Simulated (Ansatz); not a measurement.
# MoS (I4/mmm, relaxed from a rocksalt start): response to moved atoms and strain, part 2 of 2

Aim: move atoms of MoS (I4/mmm, relaxed from a rocksalt start) or strain its cell, and read the forces, the stress and the rise in energy. The start comes from a prototype table, not from a measured structure.

Ansatz 0.2.0; DFT r²SCAN, scalar-relativistic, plane waves, PAW. Earlier steps stand in the parts before.

## (3) Strain e1 = -0.01, atoms carried along

File input.yaml:

```yaml
crystal:
  lattice:
    - [0.0, 2.5528151811, 2.552815181]
    - [5.039003668, 2.5528151811, 2.552815181]
    - [5.039003668, 5.1056303621, -1.0e-10]
  atoms:
    - { symbol: Mo, position: [0.5, 0.5, 0.0], spin: 2.2 }
    - { symbol: S, position: [0.0, 0.0, 0.0] }
    - { symbol: Mo, position: [0.5, 0.5, 0.5], spin: -2.2 }
    - { symbol: S, position: [0.0, 0.0, 0.5] }
basis:
  ecutwfc: 500
  ecutrho_ratio: 4
kpoints:
  mp_grid: { grid: [12, 12, 6] }
hamiltonian:
  xc: r2scan
scf:
  occupations: { method: gaussian, width: 0.05 }
output:
  forces: true
  stress: true
  eigenvalues: true
  populations: true
magnetization:
  spin_polarized: true
```

Command:

```
$ ansatz run input.yaml --threads 2 --pin off --max-ram 2662MiB --backend cpu --events-out ev --progress --plain --runs-dir out
```

Output:

```text
Warning: RAYON_NUM_THREADS=2 ignored (pool sized by the plan → 2); use --threads N
Engine: ansatz 0.2.0, aarch64-unknown-linux-gnu
Pseudopotentials: kind: paw
Pseudopotential: Mo, paw, valence charge 14, recommended cutoff 500 eV (meta_gga), Mo.paw.azcp
Pseudopotential: S, paw, valence charge 6, recommended cutoff 500 eV (meta_gga), S.paw.azcp
Functional definition: r2SCAN
  parameter k0 = 0.174
  parameter k1 = 0.065
  parameter a1 = 4.9479
  exchange = r2scan_x(k0 = k0, k1 = k1, a1 = a1)
  correlation = r2scan_c
Crystal: 4 atoms, lattice volume = 65.677 Å³
Basis set: ecut = 500 eV, 1683 PW (Γ), exchange–correlation on 108×192×216 points (64 copies of the dense FFT grid, shifted against one another)
Bands: 27, of which v1, the nominal top of the filled ones, is band 20 counted from 1 (19 counted from 0)
Symmetry: 16 space group operations
Space group: P4/mmm (ITA 123), of the structure as read, at distance tolerance 4.0e-5 Å
Magnetic group: BNS 123.350 (UNI 1010), of the structure as read, at distance tolerance 4.0e-5 Å
k-points: 100 of 864
Non-local potential: Mo, projectors of the file, l = 0: 3, l = 1: 2, l = 2: 2, l = 3: 1
Non-local potential: S, projectors of the file, l = 0: 2, l = 1: 2, l = 2: 2
PAW form: soft (Blöchl's): semilocal exchange-correlation on the pseudo side does not see the compensation charge
PAW frozen core: Mo, regenerated for the run's functional (the file was generated under x = pbe(κ = 0.804, μ = 0.2195149727645171), c = pbe(β = 0.06672455060314922))
PAW frozen core: S, regenerated for the run's functional (the file was generated under x = pbe(κ = 0.804, μ = 0.2195149727645171), c = pbe(β = 0.06672455060314922))
PAW one-centre angular grid: Mo, 590 points (default); XC on 160 Gauss nodes
PAW one-centre angular grid: S, 302 points (default); XC on 160 Gauss nodes
Initial density: superposition of atomic densities (chi_scale 0.1, normalization cell)
Starting moments: Σ|m| = 4.4 μB on 2 of 4 sites
Starting magnetic order: antiferromagnet; a translation exchanges its spin sublattices: spin-degenerate at every k-point
Initial wavefunctions: pseudopotential atomic-orbital guess
Functional: x = r2scan, c = r2scan; τ floored in thin density (d = 2e-4 eV/Å³)
SCF iter   1: F=—  HF=-11747.487273 eV  |F-HF|=—  |Δ(HF+E_count)|=         —  Δρ=3.43e-2 (↑3.43e-2 ↓3.43e-2)  dr2=4.46e0  dr2_τ=6.37e-2  dr2_m=7.10e-2  M=0.000 μB ∫|m|=4.110 μB  β_m=0.30  ethr=3.10e-3  ⟨swp⟩=5.9  Hψ=12163  notcnv=0
Mixer restart at iter 1: flushing history
preconditioner: auto → Kerker (q_TF=auto, 2.512 Å⁻¹)  [metal: Δε(μ)=0.001 eV  Ē_g=8.613 eV  σ=0.050 eV  W_gap=0.01  n_scr=20 (ndim 8)  ℏωp=22.4 eV  f_vac=0.000  D(μ)=4.28/eV (n_scr^D=36)]
spin=Collinear: Kerker preconditioning applied to the charge; magnetization (m = ρ↑ − ρ↓) channel mixes plain (no charge-response kernel on spin).
SCF iter   2: F=—  HF=-11747.034217 eV  |F-HF|=—  |Δ(HF+E_count)|=   4.53e-1  Δρ=2.46e-2 (↑2.46e-2 ↓2.46e-2)  dr2=1.87e0  dr2_τ=9.75e-3  dr2_m=7.21e-2  M=0.000 μB ∫|m|=4.271 μB  β_m=0.30  ethr=3.10e-3  ⟨swp⟩=2.4  Hψ=4661  notcnv=0  defer=128  κ⁻¹=1.0e0(r=1)
SCF iter   3: F=—  HF=-11746.639772 eV  |F-HF|=—  |Δ(HF+E_count)|=   3.94e-1  Δρ=1.20e-2 (↑1.20e-2 ↓1.20e-2)  dr2=9.06e-2  dr2_τ=2.99e-3  dr2_m=5.04e-2  M=0.000 μB ∫|m|=4.524 μB  β_m=0.30  ethr=3.10e-3  ⟨swp⟩=2.9  Hψ=5017  notcnv=0  defer=128  κ⁻¹=4.9e-2(r=2)
SCF iter   4: F=—  HF=-11746.811333 eV  |F-HF|=—  |Δ(HF+E_count)|=         —  Δρ=1.27e-2 (↑1.27e-2 ↓1.27e-2)  dr2=3.43e-2  dr2_τ=5.12e-3  dr2_m=8.02e-2  M=0.000 μB ∫|m|=4.988 μB  β_m=0.30  ethr=2.26e-4  ⟨swp⟩=2.6  Hψ=5422  notcnv=0  defer=119
Mixer restart at iter 4: flushing history
SCF iter   5: F=—  HF=-11746.850225 eV  |F-HF|=—  |Δ(HF+E_count)|=   3.89e-2  Δρ=9.88e-3 (↑9.88e-3 ↓9.88e-3)  dr2=2.09e-2  dr2_τ=1.02e-3  dr2_m=4.92e-2  M=0.000 μB ∫|m|=5.047 μB  β_m=0.30  ethr=8.59e-5  ⟨swp⟩=2.1  Hψ=3446  notcnv=0  defer=119  κ⁻¹=1.0e0(r=1)
SCF iter   6: F=—  HF=-11746.914934 eV  |F-HF|=—  |Δ(HF+E_count)|=   6.47e-2  Δρ=2.41e-3 (↑2.41e-3 ↓2.41e-3)  dr2=2.34e-3  dr2_τ=5.50e-5  dr2_m=2.87e-3  M=0.000 μB ∫|m|=5.210 μB  β_m=0.30  ethr=5.24e-5  ⟨swp⟩=2.0  Hψ=5281  notcnv=0  defer=119  κ⁻¹=4.0e-2(r=2)
SCF iter   7: F=—  HF=-11746.917702 eV  |F-HF|=—  |Δ(HF+E_count)|=   2.77e-3  Δρ=8.72e-4 (↑8.72e-4 ↓8.72e-4)  dr2=8.15e-4  dr2_τ=2.65e-5  dr2_m=1.88e-4  M=0.000 μB ∫|m|=5.258 μB  β_m=0.30  ethr=5.85e-6  ⟨swp⟩=2.0  Hψ=4922  notcnv=0  defer=119  κ⁻¹=3.0e-3(r=3)
SCF iter   8: F=—  HF=-11746.918370 eV  |F-HF|=—  |Δ(HF+E_count)|=   6.68e-4  Δρ=3.02e-4 (↑3.02e-4 ↓3.02e-4)  dr2=1.53e-4  dr2_τ=1.04e-6  dr2_m=2.45e-5  M=0.000 μB ∫|m|=5.268 μB  β_m=0.30  ethr=2.04e-6  ⟨swp⟩=2.0  Hψ=4242  notcnv=0  defer=119  κ⁻¹=1.2e-4(r=4)
SCF iter   9: F=—  HF=-11746.918432 eV  |F-HF|=—  |Δ(HF+E_count)|=   6.13e-5  Δρ=1.68e-4 (↑1.68e-4 ↓1.68e-4)  dr2=3.18e-5  dr2_τ=1.95e-6  dr2_m=1.00e-5  M=0.000 μB ∫|m|=5.278 μB  β_m=0.30  ethr=3.83e-7  ⟨swp⟩=2.0  Hψ=4549  notcnv=0  defer=119  κ⁻¹=6.7e-5(r=5)
SCF iter  10: F=—  HF=-11746.918449 eV  |F-HF|=—  |Δ(HF+E_count)|=   1.78e-5  Δρ=5.68e-5 (↑5.68e-5 ↓5.68e-5)  dr2=2.05e-6  dr2_τ=9.45e-8  dr2_m=1.02e-6  M=0.000 μB ∫|m|=5.278 μB  β_m=0.30  ethr=7.95e-8  ⟨swp⟩=2.5  Hψ=4525  notcnv=0  defer=119  κ⁻¹=1.9e-5(r=6)
SCF iter  11: F=—  HF=-11746.918452 eV  |F-HF|=—  |Δ(HF+E_count)|=   3.14e-6  Δρ=3.93e-5 (↑3.93e-5 ↓3.93e-5)  dr2=8.23e-7  dr2_τ=4.01e-8  dr2_m=5.47e-7  M=0.000 μB ∫|m|=5.278 μB  β_m=0.30  ethr=5.11e-9  ⟨swp⟩=2.7  Hψ=4772  notcnv=0  defer=119  κ⁻¹=5.3e-6(r=7)
SCF iter  12: F=—  HF=-11746.918456 eV  |F-HF|=—  |Δ(HF+E_count)|=   3.22e-6  Δρ=6.84e-6 (↑6.84e-6 ↓6.84e-6)  dr2=6.17e-8  dr2_τ=1.21e-9  dr2_m=9.27e-9  M=0.000 μB ∫|m|=5.278 μB  β_m=0.30  ethr=2.06e-9  ⟨swp⟩=2.0  Hψ=4725  notcnv=0  defer=119  κ⁻¹=1.8e-7(r=8)
SCF iter  13: F=-11746.918456 eV  HF=-11746.918456 eV  |F-HF|=1.51e-8  |Δ(HF+E_count)|=   1.00e-8  Δρ=4.57e-6 (↑4.57e-6 ↓4.57e-6)  dr2=2.50e-8  dr2_τ=6.16e-10  dr2_m=4.38e-9  M=0.000 μB ∫|m|=5.278 μB  ethr=1.54e-10  ⟨swp⟩=7.5  Hψ=10388  notcnv=0
SCF 1 converged in 13 iterations: F = -11746.918456 eV  dr2 = 2.50e-8
this state was not tested for a lower state beside it, because the mixer in use, unlike msr1, does not test its closes by its own steps (another_mixer; see scf.mixing.algorithm and scf.lower_state_search)
SCF converged after 13 iterations
Magnetization: 0.0000 μB (20.0000 up, 20.0000 down)
Absolute magnetization: 5.2759 μB (∫|ρ↑−ρ↓|, with the PAW one-centre terms)
Spin contamination: 2.4703 ħ² per cell (⟨S²⟩ above its minimum at these occupations)
Per-site moments (μB) at R_I (Å): [(1.9475435134396801, 1.039294506525), (-0.025197969887007798, 1.039294506525), (-1.9475435134396801, 1.039294506525), (0.025197969887007853, 1.039294506525)]
Free energy (F): -11746.918456 eV
Harris-Foulkes:  -11746.918456 eV  (|F-HF|=1.51e-8)
Internal energy: -11746.917155 eV  (E = F + TS)
E sigma→0 (E₀):  -11746.917806 eV
Entropy (-TS):   -0.001300 eV (-0.325 meV/atom)
Fermi energy:    15.589526 eV
--- Per-component energies (eV) ---
  E_band       = -223.100225
  E_kinetic    = 1104.181356
  E_local      = -2225.132553  (includes V_loc(G=0)·N_el)
  E_nonlocal   = 348.766503
  E_hartree    = 756.851730
  E_xc         = -542.106500
  E_vxc        = -702.730693  (∫ρ·V_xc dr)
  E_paw        = -7657.241694  (= ΣΔE_a)
  E_vpaw       = -304.259970  (= ΣTr[D̂ρ^β])
  E_aug_tail   = 0.000008  (compensation charges beyond the density's cutoff)
  E_vtau       = 42.367797  (kinetic-family band-sum trace: ∫τ·v_τ [+ j·A + Jᵃ·Aᵃ] dr)
  E_ewald      = -3531.574065
  E_core_change = -0.661941  (= ΣΔE_core)
  E_smearing   = -0.001300  (= −TS)
  E_closure    = 0.000000  (closes the sum)
  Σ components = -11746.918456   (vs F -11746.918456, Δ=0.00e0)
--- Forces (eV/Å), atoms counted from 1 ---
  atom   1  Mo     0.00000000     0.00000000     0.00000000
  atom   2  S      0.00000000    -0.00000000     0.00000000
  atom   3  Mo     0.00000000    -0.00000000    -0.00000000
  atom   4  S      0.00000000     0.00000000    -0.00000000
  max |Σ_I F_I| component: 1.12e-29 eV/Å
--- Stress (GPa, compression-positive) ---
        3.192636       0.000000      -0.000000
        0.000000       0.091118      -0.000000
       -0.000000      -0.000000       0.091118
  P = ⅓ Tr σ = 1.1250 GPa (11.250 kbar)
--- Band table (eV; the first three rows and the last of 200) ---
  k-point 0 ↑: bands = ["-48.7592", "-46.8590", "-22.4451", "-22.2249", "-22.2249", "-20.1821", "-20.0960", "-20.0960", "-1.2270", "-0.0417", "8.6730", "10.8802", "10.8802", "11.1871", "12.2065", "12.2374", "12.2374", "12.7757", "12.7757", "13.4510", "13.5461", "13.8326", "15.1358", "16.7181", "16.7181", "17.2301", "18.3331"]
  k-point 1 ↑: bands = ["-48.7583", "-46.8580", "-22.4432", "-22.2445", "-22.2226", "-20.1812", "-20.1182", "-20.0933", "-0.9963", "0.0794", "8.7418", "9.4986", "10.2911", "10.6786", "11.0048", "11.3671", "12.3327", "12.9069", "13.5229", "14.0500", "14.7735", "15.1976", "16.3023", "16.5901", "16.7326", "17.1328", "19.3705"]
  k-point 2 ↑: bands = ["-48.7564", "-46.8561", "-22.4394", "-22.2835", "-22.2179", "-20.1794", "-20.1623", "-20.0880", "-0.4214", "0.2734", "8.1474", "8.9068", "8.9709", "9.4933", "9.9441", "10.3850", "13.2121", "13.5931", "14.3055", "14.8093", "16.0859", "16.2797", "16.7315", "16.8199", "17.6954", "18.6966", "20.8058"]
  k-point 99 ↓: bands = ["-48.7519", "-46.8514", "-22.4316", "-22.2876", "-22.2876", "-20.1726", "-20.1626", "-20.1626", "-0.0868", "-0.0350", "8.6445", "8.6445", "10.8290", "10.9563", "10.9698", "10.9698", "11.3031", "11.3031", "14.1640", "14.7135", "14.8284", "16.4948", "16.4948", "17.1312", "17.3597", "17.6914", "18.4660"]
--- Löwdin populations: 4 sites ---
  site symbol       q [e]    m [muB]
     0     Mo     13.6576     2.5851
     1      S      6.2147    -0.0241
     2     Mo     13.6576    -2.5851
     3      S      6.2147     0.0241
  spilling = 0.006387 (of n_electrons = 40.000000)
```

Run time: 33 s. Hardware: 2 threads of Arm Neoverse V2, shared host; peak memory 0.91 GiB.

Result: volume 16.419 Å³/atom, pressure 1.12 GPa, a metal on this mesh, spin moments in the atoms' spheres Mo 1.95, -1.95 μB.

## (4) The distortions side by side

What follows sums up all 2 parts.

| change | change of free energy (meV/atom) | largest force (eV/Å) | largest change of stress (GPa) |
| --- | --- | --- | --- |
| atom 4 (S) moved 0.12 Å along z | 8.03 | 0.539 | 1.65 |
| strain e1 = -0.01, atoms carried along | 1.61 | 0.000 | 3.20 |

Moving atom 4 by 0.12 Å meets a restoring force of 0.538 eV/Å along the move, a force constant of about 4.5 eV/Å². The strain e1 = -0.01 changes that stress component by +3.20 GPa (compression positive), a ratio of 320 GPa; that is a secant over a finite strain with the atoms carried along, not the elastic constant. No change lowers the energy by more than 0.5 meV/atom; other distortions weren't tried.
